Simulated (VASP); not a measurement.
# ZnS (Wurtzite-2H) (P6_3mc) in VASP: further runs

One crystal, ZnS (Wurtzite-2H), is run at these levels: PBE; tasks: single point.

All numbers are computed with VASP 6.6.1; they aren't measurements. Logs are shortened: lines on timing, memory, paths and dates and some standing lists are left out, and cuts for length are marked.

### Step 1. Starting point

The structure is hexagonal, space group P6_3mc (No. 186). Conventional cell: a = 3.811 Å, b = 3.811 Å, c = 6.234 Å, α = 90.00°, β = 90.00°, γ = 120.00°. Zn (site symmetry 3m) has 4 S at 2.31 to 2.40 Å as nearest neighbours. S (site symmetry 3m) has 4 Zn at 2.31 to 2.40 Å as nearest neighbours.

### Step 2. Single point, PBE, spin-orbit coupling, no magnetisation

INCAR reads:

```
  PREC = Accurate
  ENCUT = 600
  EDIFF = 1E-7
  ISMEAR = 0
  SIGMA = 0.02
  LREAL = False
  LASPH = True
  NELM = 100
  ALGO = Normal
  ISIF = 2
  LWAVE = False
  LCHARG = False
  MAGMOM = 0 0 0 0 0 0 0 0 0 0 0 0
  LORBIT = 11
  LSORBIT = True
  GGA_COMPAT = False
  GGA = PE
  NBANDS = 52
```

KPOINTS reads:

```
regular mesh
0
Gamma
  4 4 2
```

POSCAR reads:

```
ZnS
1.0
    3.8110000000      0.0000000000      0.0000000000
   -1.9055000000      3.3004228138      0.0000000000
    0.0000000000      0.0000000000      6.2340000000
Zn S
2 2
Direct
    0.6666666667      0.3333333333      0.5000000000
    0.3333333333      0.6666666667      0.0000000000
    0.6666666667      0.3333333333      0.8850000000
    0.3333333333      0.6666666667      0.3850000000
```

Potentials or basis: VASP PAW PBE potentials, release 64 (Zn, S).

Command:

```bash
> cat potpaw_PBE.64/Zn/POTCAR potpaw_PBE.64/S/POTCAR > POTCAR
> mpirun -np 1 vasp_ncl > vasp.out
```

OUTCAR:

```text
PREC = Accurate
   ENCUT = 600
   EDIFF = 1E-7
   ISMEAR = 0
   LREAL = False
   LASPH = True
   NELM = 100
   ISIF = 2
   LORBIT = 11
   LSORBIT = True
   GGA = PE

 Found      8 irreducible k-points:

 Following reciprocal coordinates:
            Coordinates               Weight
  0.000000  0.000000  0.000000      1.000000
  0.250000  0.000000  0.000000      6.000000
  0.500000  0.000000  0.000000      3.000000
  0.250000  0.250000  0.000000      6.000000
  0.000000  0.000000  0.500000      1.000000
  0.250000  0.000000  0.500000      6.000000
   k-points           NKPTS =      8   k-points in BZ     NKDIM =      8   number of bands    NBANDS=     52
   number of dos      NEDOS =    301   number of ions     NIONS =      4
   total plane-waves  NPLWV =  45000
   dimension x,y,z NGX =    30 NGY =   30 NGZ =   50
   dimension x,y,z NGXF=    60 NGYF=   60 NGZF=  100
   ions per type =               2   2
   NGX,Y,Z   is equivalent  to a cutoff of  13.09, 13.09, 13.33 a.u.
   NGXF,Y,Z  is equivalent  to a cutoff of  26.17, 26.17, 26.67 a.u.
 SYSTEM =  unknown system
   PREC   = accura    normal or accurate (medium, high low for compatibility)
   ISTART =      0    job   : 0-new  1-cont  2-samecut
   ICHARG =      2    charge: 1-file 2-atom 10-const
   ISPIN  =      1    spin polarized calculation?
   LNONCOLLINEAR =      T non collinear calculations
   LSORBIT =      T    spin-orbit coupling
   LASPH  =      T    aspherical Exc in radial PAW
   ENCUT  =  600.0 eV  44.10 Ry    6.64 a.u.   7.61  7.61 12.45*2*pi/ulx,y,z
   NELM   =    100;   NELMIN=  2; NELMDL= -5     # of ELM steps
   EDIFF  = 0.1E-06   stopping-criterion for ELM
   LREAL  =      F    real-space projection
   EDIFFG = 0.1E-05   stopping-criterion for IOM
   NSW    =      0    number of steps for IOM
   IBRION =     -1    ionic relax: 0-MD 1-quasi-New 2-CG
   NFREE  =      0    steps in history (QN), initial steepest desc. (CG)
   ISIF   =      2    stress and relaxation
   ISYM   =      2    0-nonsym 1-usesym 2-fastsym
   POTIM  = 0.5000    time-step for ionic-motion
   TEBEG  =    0.0;   TEEND  =   0.0 temperature during run
   PSTRESS=    0.0 pullay stress
   NELECT =      36.0000    total number of electrons
   NUPDOWN=      -1.0000    fix difference up-down
   EMIN   =  10.00;   EMAX   =-10.00  energy-range for DOS
   EFERMI =   0.00;   METHOD = LEGACY
   ISMEAR =     0;   SIGMA  =   0.02  broadening in eV -4-tet -1-fermi 0-gaus
   EFERMI_NEDOS =   21; number of points for ismear=-14 and -15
[... 359 lines left out ...]
  in kB       34.4921191     34.4921191      9.7600561      0.0000000      0.0000000      0.0000000
  external PRESSURE =      26.2480981 kB  Pullay stress =       0.0000000 kB

 VOLUME and BASIS-vectors are now :
 -----------------------------------------------------------------------------
  energy-cutoff  :      600.00
  volume of cell :       78.41
      direct lattice vectors                 reciprocal lattice vectors
     3.811000000  0.000000000  0.000000000     0.262398321  0.151495741  0.000000000
    -1.905500000  3.300422814  0.000000000     0.000000000  0.302991482  0.000000000
     0.000000000  0.000000000  6.234000000     0.000000000  0.000000000  0.160410651

 POSITION                                       TOTAL-FORCE (eV/Angst)
 -----------------------------------------------------------------------------------
      1.90550      1.10014      3.11700        -0.000000      0.000000      0.337644
     -0.00000      2.20028      0.00000         0.000000      0.000000      0.337644
      1.90550      1.10014      5.51709         0.000000      0.000000     -0.337644
     -0.00000      2.20028      2.40009        -0.000000     -0.000000     -0.337644
 -----------------------------------------------------------------------------------
    total drift:                               -0.000000     -0.000000     -0.000609

  FREE ENERGIE OF THE ION-ELECTRON SYSTEM (eV)
  ---------------------------------------------------
  free  energy   TOTEN  =       -13.6148797585 eV

  energy  without entropy=      -13.6148797585  energy(sigma->0) =      -13.61487976

 Spin-Orbit-Coupling matrix elements

 Ion:    1  E_soc:     -0.0083883
 l=   1
     0.0000000    -0.0004036    -0.0004321
    -0.0004036     0.0000000    -0.0004036
    -0.0004321    -0.0004036     0.0000000
 l=   2
     0.0000000    -0.0001965     0.0000000    -0.0001965    -0.0007999
    -0.0001965     0.0000000    -0.0005877    -0.0001935    -0.0001965
     0.0000000    -0.0005877     0.0000000    -0.0005877     0.0000000
    -0.0001965    -0.0001935    -0.0005877     0.0000000    -0.0001965
    -0.0007999    -0.0001965     0.0000000    -0.0001965     0.0000000
 l=   3
     0.0000000     0.0000000     0.0000000     0.0000000     0.0000000     0.0000000     0.0000000
     0.0000000     0.0000000     0.0000000     0.0000000     0.0000000     0.0000000     0.0000000
     0.0000000     0.0000000     0.0000000     0.0000000     0.0000000     0.0000000     0.0000000
     0.0000000     0.0000000     0.0000000     0.0000000     0.0000000     0.0000000     0.0000000
[... 49 lines left out ...]
 l=   2
     0.0000000     0.0000000     0.0000000     0.0000000     0.0000000
     0.0000000     0.0000000     0.0000000     0.0000000     0.0000000
     0.0000000     0.0000000     0.0000000     0.0000000     0.0000000
     0.0000000     0.0000000     0.0000000     0.0000000     0.0000000
     0.0000000     0.0000000     0.0000000     0.0000000     0.0000000
 l=   3
     0.0000000     0.0000000     0.0000000     0.0000000     0.0000000     0.0000000     0.0000000
     0.0000000     0.0000000     0.0000000     0.0000000     0.0000000     0.0000000     0.0000000
     0.0000000     0.0000000     0.0000000     0.0000000     0.0000000     0.0000000     0.0000000
     0.0000000     0.0000000     0.0000000     0.0000000     0.0000000     0.0000000     0.0000000
     0.0000000     0.0000000     0.0000000     0.0000000     0.0000000     0.0000000     0.0000000
     0.0000000     0.0000000     0.0000000     0.0000000     0.0000000     0.0000000     0.0000000
     0.0000000     0.0000000     0.0000000     0.0000000     0.0000000     0.0000000     0.0000000

 total charge

# of ion       s       p       d       tot
------------------------------------------
    1        0.518   0.482   9.802  10.803
    2        0.518   0.482   9.802  10.803
    3        1.312   2.449   0.000   3.760
    4        1.312   2.449   0.000   3.760
--------------------------------------------------
tot          3.660   5.862  19.605  29.126

 magnetization (x)

# of ion       s       p       d       tot
------------------------------------------
    1       -0.000   0.000   0.000   0.000
    2        0.000  -0.000   0.000  -0.000
    3        0.000   0.000   0.000   0.000
    4       -0.000   0.000   0.000   0.000
--------------------------------------------------
tot         -0.000  -0.000   0.000  -0.000

 magnetization (y)

# of ion       s       p       d       tot
------------------------------------------
    1        0.000   0.000   0.000   0.000
    2        0.000   0.000  -0.000  -0.000
    3        0.000   0.000   0.000   0.000
    4       -0.000   0.000   0.000  -0.000
--------------------------------------------------
tot         -0.000   0.000  -0.000  -0.000

 magnetization (z)

# of ion       s       p       d       tot
------------------------------------------
    1        0.000   0.000  -0.000   0.000
    2        0.000   0.000  -0.000   0.000
    3       -0.000   0.000   0.000   0.000
    4        0.000   0.000   0.000   0.000
--------------------------------------------------
tot          0.000   0.000  -0.000   0.000
```

OSZICAR:

```text
N       E                     dE             d eps       ncg     rms          rms(c)
DAV:   1     0.320872795400E+03    0.32087E+03   -0.17585E+04   832   0.187E+03
DAV:   2     0.349502574869E+02   -0.28592E+03   -0.26933E+03   832   0.435E+02
DAV:   3    -0.118397686813E+02   -0.46790E+02   -0.45556E+02   968   0.157E+02
DAV:   4    -0.144476091766E+02   -0.26078E+01   -0.25926E+01   932   0.365E+01
DAV:   5    -0.144891702176E+02   -0.41561E-01   -0.41533E-01   944   0.455E+00    0.991E+00
DAV:   6    -0.136152812719E+02    0.87389E+00   -0.14903E+00  1200   0.374E+01    0.756E+00
DAV:   7    -0.136238814555E+02   -0.86002E-02   -0.14953E+00   912   0.682E+00    0.345E+00
DAV:   8    -0.136136973835E+02    0.10184E-01   -0.55480E-02   996   0.291E+00    0.113E+00
DAV:   9    -0.136144055238E+02   -0.70814E-03   -0.14448E-02  1048   0.180E+00    0.365E-01
DAV:  10    -0.136145892902E+02   -0.18377E-03   -0.10544E-03   920   0.319E-01    0.170E-01
DAV:  11    -0.136147719381E+02   -0.18265E-03   -0.12316E-04   892   0.164E-01    0.694E-02
DAV:  12    -0.136148756629E+02   -0.10372E-03   -0.18272E-04   864   0.163E-01    0.185E-02
DAV:  13    -0.136148767474E+02   -0.10845E-05   -0.16985E-05   956   0.466E-02    0.838E-03
DAV:  14    -0.136148797087E+02   -0.29613E-05   -0.55323E-06   856   0.146E-02    0.593E-03
DAV:  15    -0.136148797585E+02   -0.49773E-07   -0.44972E-07   952   0.565E-03
   1 F= -.13614880E+02 E0= -.13614880E+02  d E =-.607376E-30  mag=     0.0000     0.0000     0.0000
```

stdout:

```text
POSCAR found type information on POSCAR ZnS
 POSCAR found :  2 types and       4 ions
 scaLAPACK will be used
 LDA part: xc-table for (Slater+PW92), standard interpolation
 POSCAR, INCAR and KPOINTS ok, starting setup
 FFT: planning ... GRIDC
 FFT: planning ... GRID_SOFT
 FFT: planning ... GRID
 WAVECAR not read
 entering main loop
```

Wall time 53 s (1 thread of Intel Xeon 6975P-C (Granite Rapids), shared host); peak memory 0.38 GiB.

The run converged, but some of its settings lie outside the range that counts as converged, so its numbers aren't taken as properties of the crystal.

What came out:

| Quantity | Value |
| --- | --- |
| Free energy | -13.6149 eV |
| Pressure | 2.6 GPa |
| Largest force | 0.338 eV/Å |
| Valence electrons inside the program's atomic spheres | Zn 10.80; S 3.76 |

Caveat: the k mesh is coarse (spacing up to 0.50 Å⁻¹), so the values aren't converged.

### Step 3. Single point, PBE, spin-orbit coupling, no magnetisation

INCAR, as its differences from that of step 2:

```diff
@@ -1,3 +1,3 @@
   PREC = Accurate
-  ENCUT = 600
+  ENCUT = 300
   EDIFF = 1E-7
```

KPOINTS reads:

```
regular mesh
0
Gamma
  6 6 3
```

POSCAR is that of step 2.

Potentials or basis: VASP PAW PBE potentials, release 64 (Zn, S).

Command:

```bash
> cat potpaw_PBE.64/Zn/POTCAR potpaw_PBE.64/S/POTCAR > POTCAR
> mpirun -np 1 vasp_ncl > vasp.out
```

Wall time 36 s (1 thread of Intel Xeon 6975P-C (Granite Rapids), shared host); peak memory 0.25 GiB.

These settings aren't checked as converged: the numbers below hold their error.

What came out:

| Property | Result |
| --- | --- |
| Free energy | -13.6521 eV |
| Largest force | 0.321 eV/Å |
| Valence electrons inside the program's atomic spheres | Zn 10.80; S 3.76 |

Caveat: the cutoff is under 1.25 times the usual one of these potentials, so pressure, stress and relaxed cells hold a basis-set (Pulay) error.

(Continued in part 2 of 2.)
